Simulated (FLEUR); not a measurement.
# Pd (Fm-3m) in FLEUR: further runs, part 2 of 2

FLEUR MaX-R8.1 (later development tree). The steps go on from the part before.

### Step 3. Equation of state, LDA exchange alone (X-alpha), 13.87 Å³/atom (volume scaled by 0.94)

inp.xml reads:

```xml
<?xml version="1.0" encoding="UTF-8" standalone="no"?>
<fleurInput fleurInputVersion="0.39">
   <comment>
      Pd                                                                                                  
   </comment>
   <calculationSetup>
      <cutoffs Kmax="4.15" Gmax="12.9" GmaxXC="12.9" numbands="0"/>
      <scfLoop itmax="60" minDistance="0.00001" maxIterBroyd="15" imix="Anderson" alpha="0.05" precondParam="0.0" spinf="2.0" sdNocoIR="T"/>
      <coreElectrons ctail="T" frcor="F" kcrel="0" coretail_lmax="0"/>
      <xcFunctional name="x-a" relativisticCorrections="F"/>
      <magnetism jspins="1"/>
      <soc l_soc="F" theta="0.0" phi="0.0" spav="F"/>
      <expertModes spex="0" secvar="F"/>
      <geometryOptimization l_f="F" forcealpha="1.0" forcemix="BFGS" epsdisp="0.00001" epsforce="0.00001"/>
      <ldaU l_linMix="F" mixParam="0.05" spinf="1.0"/>
   </calculationSetup>
   <cell>
      <bzIntegration valenceElectrons="18.0" mode="hist" fermiSmearingEnergy="0.00183747">
         <kPointListSelection listName="default-1"/>
         <!-- k-points included here -->
         <xi:include xmlns:xi="http://www.w3.org/2001/XInclude" href="kpts.xml"> </xi:include>
      </bzIntegration>
      <!-- symmetry operations included here -->
      <xi:include xmlns:xi="http://www.w3.org/2001/XInclude" href="sym.xml"> </xi:include>
      <bulkLattice scale="0.9795861087">
         <bravaisMatrix>
            <row-1>    0.0000000000000000     3.6783519015338997     3.6783519015338997</row-1>
            <row-2>    3.6783519015338997     0.0000000000000000     3.6783519015338997</row-2>
            <row-3>    3.6783519015338997     3.6783519015338997     0.0000000000000000</row-3>
         </bravaisMatrix>
      </bulkLattice>
   </cell>
   <atomSpecies>
      <species name="Palladium (Pd)" element="Pd" atomicNumber="46">
         <mtSphere radius="2.36" gridPoints="797" logIncrement="0.016"/>
         <atomicCutoffs lmax="10" lnonsphr="8"/>
         <electronConfig flipSpins="F">
            <coreConfig>(1s1/2) (2s1/2) (2p1/2) (2p3/2) (3s1/2) (3p1/2) (3p3/2) (3d3/2) (3d5/2)</coreConfig>
            <valenceConfig>(4s1/2) (4p1/2) (4p3/2) (5s1/2) (4d3/2) (4d5/2)</valenceConfig>
            <stateOccupation state="(5s1/2)" spinUp="0.500000" spinDown="0.500000"/>
            <stateOccupation state="(4d3/2)" spinUp="1.800000" spinDown="1.800000"/>
            <stateOccupation state="(4d5/2)" spinUp="2.700000" spinDown="2.700000"/>
         </electronConfig>
         <energyParameters s="5" p="5" d="4" f="4"/>
         <lo type="SCLO" l="0" n="4" eDeriv="0"/>
         <lo type="SCLO" l="1" n="4" eDeriv="0"/>
         <lo type="SCLO" l="1" n="4" eDeriv="1"/>
         <lo type="SCLO" l="2" n="4" eDeriv="2"/>
         <lo type="SCLO" l="3" n="4" eDeriv="2"/>
      </species>
   </atomSpecies>
   <atomGroups>
      <atomGroup species="Palladium (Pd)">
         <relPos label="                   1">.0000000000 .0000000000 .0000000000</relPos>
         <force calculate="T" relaxXYZ="TTT"/>
      </atomGroup>
   </atomGroups>
   <output dos="F" band="F" slice="F">
      <checks vchk="F" cdinf="F"/>
      <bandDOS minEnergy="-.5*Htr" maxEnergy="0.5*Htr" sigma="0.015" storeEVData="T"/>
      <vacuumDOS vacdos="F" integ="F" star="F" nstars="0" locx1="0.0" locy1="0.0" locx2="0.0" locy2="0.0" nstm="0" tworkf="0.0"/>
      <unfoldingBand unfoldBand="F" supercellX="1" supercellY="1" supercellZ="1"/>
      <plotting iplot="0" polar="F">
         <plot TwoD="T" vec1="  1.0  0.0  0.0" vec2="  0.0  1.0  0.0" vec3="  0.0  0.0  1.0" zero="  0.0  0.0  0.0" file="plot"/>
      </plotting>
      <chargeDensitySlicing numkpt="0" minEigenval="0.0" maxEigenval="0.0" nnne="0" pallst="F"/>
      <specialOutput eonly="F"/>
      <moessbauerParams electricFieldGradient="T" isomerShift="T" coreHyperfine="T" valenceHyperfine="T"/>
      <magneticCircularDichroism mcd="F" energyLo="-10.0" energyUp="0.0"/>
   </output>
  <!-- We include the file relax.xml here to enable relaxations (see documentation) -->
  <xi:include xmlns:xi="http://www.w3.org/2001/XInclude" href="relax.xml"> <xi:fallback/> </xi:include>
</fleurInput>
```

Potentials or basis: all-electron, FLAPW.

Run with:

```bash
> inpgen -f crystal.txt -profile fastHighL
> # inp.xml edited to the form shown
> fleur_MPI
```

Log:

```text
Welcome to FLEUR        (www.flapw.de)
      MaX-Release 8.1          (www.max-centre.eu)

 ========== k-point set info ==========
 Selected k-point list: default-1
 k-point list type: mesh
 12 x 12 x 12
 Number of k points: 72

 ------------Calculation Setup---------------------------
 Number of MPI-tasks      :            1
 Number of PE/node        :            1
 Number of OMP-threads    :            1
 Most efficient MPI parallelization for:
           1           2           3           4           6           8           9          12          18          24          36          72
 Additional eigenvalue parallelization possible
 Number of basis functions:          160
 Approximate size of matrices (H+S) per k-point:         0.000 GB
 --------------------------------------------------------
 Iteration:     1   Distance:      15.16050892 me/bohr^3
 Iteration:     2   Distance:      13.13033106 me/bohr^3
 Iteration:     3   Distance:       4.85070327 me/bohr^3
 Iteration:     4   Distance:       2.63340095 me/bohr^3
 Iteration:     5   Distance:       2.12875982 me/bohr^3
 Iteration:     6   Distance:       0.53408459 me/bohr^3
 Iteration:     7   Distance:       0.15322169 me/bohr^3
 Iteration:     8   Distance:       0.00772103 me/bohr^3
 Iteration:     9   Distance:       0.00553354 me/bohr^3
 Iteration:    10   Distance:       0.00086417 me/bohr^3
 Iteration:    11   Distance:       0.00020979 me/bohr^3
 Iteration:    12   Distance:       0.00001129 me/bohr^3
 Iteration:    13   Distance:       0.00000128 me/bohr^3

 ********************************************************************
 Run finished successfully
 Stop message:
   all done
 ********************************************************************
```

out.xml (last iteration):

```text
<iteration numberForCurrentRun="   13" overallNumber="   13">
         <energyParameters units="Htr">
            <atomicEP atomType="1" spin="1" branch="5s" branchLowest="-2.56" branchHighest="2.19" value="0.3702129774"/>
            <atomicEP atomType="1" spin="1" branch="5p" branchLowest="-1.28" branchHighest="2.92" value="0.5029402723"/>
            <atomicEP atomType="1" spin="1" branch="4d" branchLowest="-11.40" branchHighest="0.65" value="0.4135075635"/>
            <atomicEP atomType="1" spin="1" branch="4f" branchLowest="-9.99" branchHighest="2.64" value="0.7982142408"/>
            <loAtomicEP atomType="1" spin="1" branch="4s" branchLowest="-22.75" branchHighest="-2.56" value="-2.5711917482"/>
            <loAtomicEP atomType="1" spin="1" branch="4p" branchLowest="-18.37" branchHighest="-1.28" value="-1.3195011385"/>
            <loAtomicEP atomType="1" spin="1" branch="4p" branchLowest="-18.37" branchHighest="-1.28" value="-1.3195011385"/>
            <loAtomicEP atomType="1" spin="1" branch="4d" branchLowest="-11.40" branchHighest="0.65" value="0.4085119755"/>
            <loAtomicEP atomType="1" spin="1" branch="4f" branchLowest="-9.99" branchHighest="2.64" value="0.7982154056"/>
         </energyParameters>
         <eigenvalues>
[... 63 lines left out ...]
            </sumOfEigenvalues>
            <densityCoulombPotentialIntegral value="-8085.8390607765"/>
            <densityEffectivePotentialIntegral value="-8265.8779689540"/>
            <chargeDenXCDenIntegral value="-135.0291811361"/>
            <FockExchangeEnergyValence value="0.0000000000"/>
            <FockExchangeEnergyCore value="0.0000000000"/>
            <atomTypeDependentContributions atomType="1">
               <electronNucleiInteractionDifferentMTs value="6098.7690786607"/>
               <MadelungTerm value="-24.9197327561"/>
            </atomTypeDependentContributions>
            <tkbTimesEntropy value="0.0006456270"/>
            <freeEnergy value="-5037.9753999022"/>
            <extrapolationTo0K value="-5037.9750770887"/>
         </totalEnergy>
         <densityConvergence units="me/bohr^3">
            <chargeDensity spin="1" distance="0.0000012845"/>
         </densityConvergence>
      </iteration>
```

It took 8 s on 1 thread of Intel Xeon Platinum 8488C (Sapphire Rapids), shared host; peak memory 0.08 GiB.

Results:

| Property | Result |
| --- | --- |
| Free energy | -137090.2945 eV |
| Band gap on the k mesh | none (metal or under the smearing width) |
| Valence electrons inside the program's atomic spheres | Pd 16.51 (radii Pd 2.36 bohr) |

### Step 4. Equation of state, LDA exchange alone (X-alpha), 14.16 Å³/atom (volume scaled by 0.96)

inp.xml: that of step 3 with these lines changed.

```diff
@@ -24,3 +24,3 @@
       <xi:include xmlns:xi="http://www.w3.org/2001/XInclude" href="sym.xml"> </xi:include>
-      <bulkLattice scale="0.9795861087">
+      <bulkLattice scale="0.9864848297">
          <bravaisMatrix>
```

Run with:

```bash
> inpgen -f crystal.txt -profile fastHighL
> # inp.xml edited to the form shown
> fleur_MPI
```

Wall time 9.4 s (1 thread of Intel Xeon Platinum 8488C (Sapphire Rapids), shared host); peak memory 0.08 GiB.

Results (log left out):

```yaml
Free_energy: -137090.3178 eV
Band_gap_on_the_k_mesh: none (metal or under the smearing width)
Valence_electrons_inside_the_program's_atomic_spheres: Pd 16.48 (radii Pd 2.36 bohr)
```

### Step 5. Equation of state, LDA exchange alone (X-alpha), 14.75 Å³/atom

inp.xml: that of step 4 with these lines changed.

```diff
@@ -24,3 +24,3 @@
       <xi:include xmlns:xi="http://www.w3.org/2001/XInclude" href="sym.xml"> </xi:include>
-      <bulkLattice scale="0.9864848297">
+      <bulkLattice scale="1.0000000000">
          <bravaisMatrix>
```

Run with:

```bash
> inpgen -f crystal.txt -profile fastHighL
> # inp.xml edited to the form shown
> fleur_MPI
```

Run time: 9.2 s. Hardware: 1 thread of Intel Xeon Platinum 8488C (Sapphire Rapids), shared host; peak memory 0.09 GiB.

The run converged. Its results:

```
Free energy                                           : -137090.3362 eV
Band gap on the k mesh                                : none (metal or under the smearing width)
Valence electrons inside the program's atomic spheres : Pd 16.42 (radii Pd 2.36 bohr)
```

### Step 6. Equation of state, LDA exchange alone (X-alpha), 15.34 Å³/atom (volume scaled by 1.04)

inp.xml: that of step 5 with these lines changed.

```diff
@@ -24,3 +24,3 @@
       <xi:include xmlns:xi="http://www.w3.org/2001/XInclude" href="sym.xml"> </xi:include>
-      <bulkLattice scale="1.0000000000">
+      <bulkLattice scale="1.0131594038">
          <bravaisMatrix>
```

Potentials or basis: all-electron, FLAPW.

Run with:

```bash
> inpgen -f crystal.txt -profile fastHighL
> # inp.xml edited to the form shown
> fleur_MPI
```

Wall time 9.3 s (1 thread of Intel Xeon Platinum 8488C (Sapphire Rapids), shared host); peak memory 0.09 GiB.

The run converged. Its results:

| Quantity | Value |
| --- | --- |
| Free energy | -137090.3247 eV |
| Band gap on the k mesh | none (metal or under the smearing width) |
| Valence electrons inside the program's atomic spheres | Pd 16.37 (radii Pd 2.36 bohr) |

### Step 7. Equation of state, LDA exchange alone (X-alpha), 15.64 Å³/atom (volume scaled by 1.06)

inp.xml: that of step 6 with these lines changed.

```diff
@@ -24,3 +24,3 @@
       <xi:include xmlns:xi="http://www.w3.org/2001/XInclude" href="sym.xml"> </xi:include>
-      <bulkLattice scale="1.0131594038">
+      <bulkLattice scale="1.0196128224">
          <bravaisMatrix>
```

Run with:

```bash
> inpgen -f crystal.txt -profile fastHighL
> # inp.xml edited to the form shown
> fleur_MPI
```

It took 10 s on 1 thread of Intel Xeon Platinum 8488C (Sapphire Rapids), shared host; peak memory 0.09 GiB.

It converged, with:

```
Free energy                                           : -137090.3098 eV
Band gap on the k mesh                                : none (metal or under the smearing width)
Valence electrons inside the program's atomic spheres : Pd 16.35 (radii Pd 2.36 bohr)
```

### Step 8. Equation of state, LDA exchange alone (X-alpha)

This step only gathers the single runs of the series.

What came out:

```yaml
Equilibrium_volume: 14.79 Å³/atom
Bulk_modulus: 200 GPa
Pressure_derivative_of_the_bulk_modulus: "5.7 (rough: it moves with the points fitted)"
```

Energy against volume, from the lowest point:
| volume (Å³/atom) | energy (meV/atom) |
| --- | --- |
| 13.865 | 41.71 |
| 14.160 | 18.44 |
| 14.750 | 0.00 |
| 15.340 | 11.55 |
| 15.635 | 26.37 |
